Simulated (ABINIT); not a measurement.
# Pt (Fm-3m) in ABINIT: convergence with boxcutmin

Aim: find how far boxcutmin must go before the results for Pt settle, at r2SCAN. This setting moves, with any that are tied to it; all else stays.

Everything below comes from runs of ABINIT 10.8.3 (patched build). Logs are shortened: lines on timing, memory, paths and dates and some standing lists are left out, and cuts for length are marked. The log counts tension as positive stress, the text compression.

### 1 Starting point

Symmetry: Fm-3m, No. 225, cubic system. Conventional cell: a = 3.922 Å, b = 3.922 Å, c = 3.922 Å, α = 90.00°, β = 90.00°, γ = 90.00°. Pt (site symmetry m-3m) has 12 Pt at 2.77 Å as nearest neighbours.

### 2 With boxcutmin 1.3

Contents of run.abi:

```
# Pseudopotentials
pp_dirpath "./"
pseudos "Pt.GGA_PBE-JTH.xml"

# Structure
acell 5.2404588053 5.2404588053 5.2404588053
rprim
     0.0000000000     0.7071067812     0.7071067812
     0.7071067812     0.0000000000     0.7071067812
     0.7071067812     0.7071067812     0.0000000000
ntypat 1
znucl 78
natom 1
typat 1
xred
     0.0000000000     0.0000000000     0.0000000000

# Plane-wave basis
ecut 19.0
pawecutdg 38.0

# k points
kptopt 1
ngkpt 12 12 12
nshiftk 1
shiftk 0.0 0.0 0.0

# Exchange and correlation
ixc -497498
usekden 1
pawxcdev 0

# Bands and occupations
nband 9
occopt 3
tsmear 0.1 eV

# SCF cycle
nstep 100
tolvrs 1.0e-7
boxcutmin 1.3

# Output
iomode 3
prtwf 0
prtden 0
prteig 0
prtebands 0
enunit 2
```

Potentials or basis: JTH PAW PBE v2.0.

Run with:

```bash
> abinit run.abi > log 2>&1
```

run.abo:

```text
.Version 10.8.3 of ABINIT
 Symmetries : space group Fm -3 m (#225); Bravais cF (face-center cubic)
================================================================================
 Values of the parameters that define the memory need of the present run
     intxc =       0    ionmov =       0      iscf =      17    lmnmax =      18
     lnmax =       6     mgfft =      15  mpssoang =       3    mqgrid =    3001
     natom =       1  nloc_mem =       2    nspden =       1   nspinor =       1
    nsppol =       1      nsym =      48    n1xccc =       1    ntypat =       1
    occopt =       3   xclevel =       2
       mpw =         419          nfft =        3375          nkpt =          72
 PAW method is used; the additional fine FFT grid is defined by:
   mgfftf=        20    nfftf =      8000
================================================================================
================================================================================

--------------------------------------------------------------------------------
------------- Echo of variables that govern the present computation ------------
--------------------------------------------------------------------------------
 -outvars: echo values of preprocessed input variables --------
            acell      5.2404588053E+00  5.2404588053E+00  5.2404588053E+00 Bohr
              amu      1.95080000E+02
        boxcutmin      1.30000000E+00
        bxctmindg      1.30000000E+00
             ecut      1.90000000E+01 Hartree
           enunit           2
                       outvar_i_n : Printing only first  50 k-points.
              ixc     -497498
                       outvar_i_n : Printing only first  50 k-points.
         kptrlatt       12    0    0      0   12    0      0    0   12
          kptrlen      6.28855057E+01
            natom           1
            nband           9
            ngfft          15      15      15
          ngfftdg          20      20      20
             nkpt          72
            nstep         100
             nsym          48
           ntypat           1
                       prtocc : prtvol=0, do not print more k-points.
           occopt           3
        pawecutdg      3.80000000E+01 Hartree
         pawxcdev           0
           prtden           0
        prtebands           0
           prteig           0
          prtkden           1
            prtwf           0
            rprim      0.0000000000E+00  7.0710678120E-01  7.0710678120E-01
                       7.0710678120E-01  0.0000000000E+00  7.0710678120E-01
                       7.0710678120E-01  7.0710678120E-01  0.0000000000E+00
          spgroup         225
           tolvrs      1.00000000E-07
           tsmear      3.67493222E-03 Hartree
            typat      1
          usekden           1
           useylm           1
                       outvars : Printing only first  50 k-points.
            znucl       78.00000

================================================================================

 chkinp: Checking input parameters for consistency.

================================================================================
[... 127 lines left out ...]

================================================================================

 ----iterations are completed or convergence reached----

 Mean square residual over all n,k,spin=   16.027E-08; max=  34.832E-06
 reduced coordinates (array xred) for    1 atoms
       0.000000000000      0.000000000000      0.000000000000
 rms dE/dt=  0.0000E+00; max dE/dt=  0.0000E+00; dE/dt below (all hartree)
    1       0.000000000000      0.000000000000      0.000000000000

 cartesian coordinates (angstrom) at end:
    1      0.00000000000000     0.00000000000000     0.00000000000000

 cartesian forces (hartree/bohr) at end:
    1     -0.00000000000000    -0.00000000000000    -0.00000000000000
 frms,max,avg= 0.0000000E+00 0.0000000E+00   0.000E+00  0.000E+00  0.000E+00 h/b

 cartesian forces (eV/Angstrom) at end:
    1     -0.00000000000000    -0.00000000000000    -0.00000000000000
 frms,max,avg= 0.0000000E+00 0.0000000E+00   0.000E+00  0.000E+00  0.000E+00 e/A
 length scales=  5.240458805300  5.240458805300  5.240458805300 bohr
              =  2.773131372559  2.773131372559  2.773131372559 angstroms
 Fermi (or HOMO) energy (hartree) =   0.33412   Average Vxc (hartree)=  -0.47898
 Eigenvalues (hartree) for nkpt=  72  k points:
 kpt#   1, nband=  9, wtk=  0.00058, kpt=  0.0000  0.0000  0.0000 (reduced coord)
  -0.05153    0.18971    0.18971    0.18971    0.26932    0.26932    0.93039    1.11804
   1.11804
      occupation numbers for kpt#   1
   2.00000    2.00000    2.00000    2.00000    2.00000    2.00000    0.00000    0.00000
   0.00000
 prteigrs : prtvol=0 or 1, do not print more k-points.

 Fermi (or HOMO) energy (eV) =   9.09199   Average Vxc (eV)= -13.03364
 Eigenvalues (   eV  ) for nkpt=  72  k points:
 kpt#   1, nband=  9, wtk=  0.00058, kpt=  0.0000  0.0000  0.0000 (reduced coord)
  -1.40231    5.16220    5.16220    5.16220    7.32851    7.32851   25.31710   30.42346
  30.42346
 prteigrs : prtvol=0 or 1, do not print more k-points.

--- !EnergyTerms
iteration_state     : {dtset: 1, }
comment             : Components of total free energy in Hartree
kinetic             :  8.34498031233406E+00
hartree             :  2.07735537171325E+00
xc                  : -2.71177000687259E+00
Ewald energy        : -3.09322826855389E+01
psp_core            :  3.13399399723342E+00
local_psp           : -9.07410496593179E+00
PAW spherical_terms :  5.06288619266104E+01
internal            :  2.14670339495479E+01
'-kT*entropy'       : -1.79858062632342E-03
total_energy        :  2.14652353689216E+01
total_energy_eV     :  5.84098810484618E+02
...

--- !EnergyTermsDC
iteration_state     : {dtset: 1, }
comment             : '"Double-counting" decomposition of free energy'
band_energy         :  1.95912764067118E+00
Ewald energy        : -3.09322826855389E+01
psp_core            :  3.13399399723342E+00
xc_dc               : -1.45084195299892E+00
PAW spherical_terms :  4.87566527031906E+01
internal            :  2.14666497025574E+01
'-kT*entropy'       : -1.79858062632342E-03
total_energy_dc     :  2.14648511219311E+01
total_energy_dc_eV  :  5.84088354591345E+02
...

--- !EnergyTermsWithPAWCore
iteration_state     : {dtset: 1, }
comment             : 'Components of total free energy, including PAW core contributions'
Total energy        : -1.84142681969941E+04
Total energy DC     : -1.84142685812411E+04
Total energy (eV)   : -5.01077764345491E+05
Total energy DC (eV): -5.01077774801384E+05
...

 Cartesian components of stress tensor (hartree/bohr^3)
  sigma(1 1)= -2.16046057E-04  sigma(3 2)=  0.00000000E+00
  sigma(2 2)= -2.16046057E-04  sigma(3 1)=  0.00000000E+00
  sigma(3 3)= -2.16046057E-04  sigma(2 1)=  0.00000000E+00

-Cartesian components of stress tensor (GPa)         [Pressure=  6.3563E+00 GPa]
- sigma(1 1)= -6.35629445E+00  sigma(3 2)=  0.00000000E+00
- sigma(2 2)= -6.35629445E+00  sigma(3 1)=  0.00000000E+00
- sigma(3 3)= -6.35629445E+00  sigma(2 1)=  0.00000000E+00

== END DATASET(S) ==============================================================
================================================================================

 -outvars: echo values of variables after computation  --------
            acell      5.2404588053E+00  5.2404588053E+00  5.2404588053E+00 Bohr
           etotal      2.1464851122E+01
            fcart     -0.0000000000E+00 -0.0000000000E+00 -0.0000000000E+00
            rprim      0.0000000000E+00  7.0710678120E-01  7.0710678120E-01
                       7.0710678120E-01  0.0000000000E+00  7.0710678120E-01
                       7.0710678120E-01  7.0710678120E-01  0.0000000000E+00
           strten     -2.1604605711E-04 -2.1604605711E-04 -2.1604605711E-04
                       0.0000000000E+00  0.0000000000E+00  0.0000000000E+00
 Calculation completed.
```

Run time: 22 s. Hardware: 1 thread of Arm Neoverse V2, shared host; peak memory 0.09 GiB.

What came out:

| Property | Result |
| --- | --- |
| Free energy | 584.0884 eV |
| Pressure | 6.4 GPa |
| Band gap on the k mesh | none (metal or under the smearing width) |
| Valence electrons inside the program's atomic spheres | Pt 8.68 (radii [1.3315] Å) |

### 3 With boxcutmin 1.5

run.abi, as its differences from that of step 2:

```diff
@@ -40,3 +40,3 @@
 tolvrs 1.0e-7
-boxcutmin 1.3
+boxcutmin 1.5
```

Potentials or basis: JTH PAW PBE v2.0.

Run with:

```bash
> abinit run.abi > log 2>&1
```

Run time: 25 s. Hardware: 1 thread of Arm Neoverse V2, shared host; peak memory 0.09 GiB.

The run converged. Its results:

- Free energy: 584.0886 eV
- Pressure: 6.4 GPa
- Band gap on the k mesh: none (metal or under the smearing width)
- Valence electrons inside the program's atomic spheres: Pt 8.62 (radii [1.3315] Å)

### 4 With boxcutmin 1.7

run.abi, as its differences from that of step 3:

```diff
@@ -40,3 +40,3 @@
 tolvrs 1.0e-7
-boxcutmin 1.5
+boxcutmin 1.7
```

Run with:

```bash
> abinit run.abi > log 2>&1
```

Run time: 31 s. Hardware: 1 thread of Arm Neoverse V2, shared host; peak memory 0.1 GiB.

Results (log left out):

| Item | Value |
| --- | --- |
| Free energy | 584.0887 eV |
| Pressure | 6.3 GPa |
| Band gap on the k mesh | none (metal or under the smearing width) |
| Valence electrons inside the program's atomic spheres | Pt 8.65 (radii [1.3315] Å) |

### 5 With boxcutmin 1.85

run.abi, as its differences from that of step 4:

```diff
@@ -40,3 +40,3 @@
 tolvrs 1.0e-7
-boxcutmin 1.7
+boxcutmin 1.85
```

Run with:

```bash
> abinit run.abi > log 2>&1
```

Run time: 36 s. Hardware: 1 thread of Arm Neoverse V2, shared host; peak memory 0.1 GiB.

Results (log left out):

- Free energy: 584.0888 eV
- Pressure: 6.4 GPa
- Band gap on the k mesh: none (metal or under the smearing width)
- Valence electrons inside the program's atomic spheres: Pt 8.67 (radii [1.3315] Å)

### 6 With boxcutmin 2

run.abi, as its differences from that of step 5:

```diff
@@ -40,3 +40,3 @@
 tolvrs 1.0e-7
-boxcutmin 1.85
+boxcutmin 2.0
```

Potentials or basis: JTH PAW PBE v2.0.

Run with:

```bash
> abinit run.abi > log 2>&1
```

It took 54 s on 1 thread of Arm Neoverse V2, shared host; peak memory 0.1 GiB.

The run converged. Its results:

| Item | Value |
| --- | --- |
| Free energy | 584.0888 eV |
| Pressure | 6.4 GPa |
| Band gap on the k mesh | none (metal or under the smearing width) |
| Valence electrons inside the program's atomic spheres | Pt 8.67 (radii [1.3315] Å) |

### 7 With boxcutmin 2.3

run.abi, as its differences from that of step 6:

```diff
@@ -40,3 +40,3 @@
 tolvrs 1.0e-7
-boxcutmin 2.0
+boxcutmin 2.3
```

Run with:

```bash
> abinit run.abi > log 2>&1
```

Wall time 55 s (1 thread of Arm Neoverse V2, shared host); peak memory 0.12 GiB.

It converged, with:

```
Free energy                                           : 584.0887 eV
Pressure                                              : 6.4 GPa
Band gap on the k mesh                                : none (metal or under the smearing width)
Valence electrons inside the program's atomic spheres : Pt 8.67 (radii [1.3315] Å)
```

### 8 With boxcutmin 2.7

run.abi, as its differences from that of step 7:

```diff
@@ -40,3 +40,3 @@
 tolvrs 1.0e-7
-boxcutmin 2.3
+boxcutmin 2.7
```

Run with:

```bash
> abinit run.abi > log 2>&1
```

Run time: 95 s. Hardware: 1 thread of Arm Neoverse V2, shared host; peak memory 0.13 GiB.

It converged, with:

```yaml
Free_energy: 584.0886 eV
Pressure: 6.4 GPa
Band_gap_on_the_k_mesh: none (metal or under the smearing width)
Valence_electrons_inside_the_program's_atomic_spheres: Pt 8.65 (radii [1.3315] Å)
```

### 9 Summary

```csv
boxcutmin,"energy less the tightest run, at zero smearing (meV/atom)",pressure (GPa),SCF cycles,CPU time (s),peak memory (GiB)
1.3,-0.27,6.36,16,22,0.09
1.5,0.01,6.43,18,25,0.09
1.7,0.08,6.33,18,31,0.1
1.85,0.13,6.40,18,36,0.1
2,0.13,6.40,18,54,0.1
2.3,0.02,6.39,18,55,0.12
2.7,0.00,6.36,18,95,0.13
```

Against the tightest run, the energy stays within 1 meV/atom from 1.3 on; the pressure stays within 0.1 GPa from 1.3 on. The tightest run that finished is the yardstick and may itself not be fully converged.

Caveats: totals of a meta-GGA on PAW files have another zero than those of a GGA; the PAW data sets were made with another functional, which shifts forces and pressure a little.
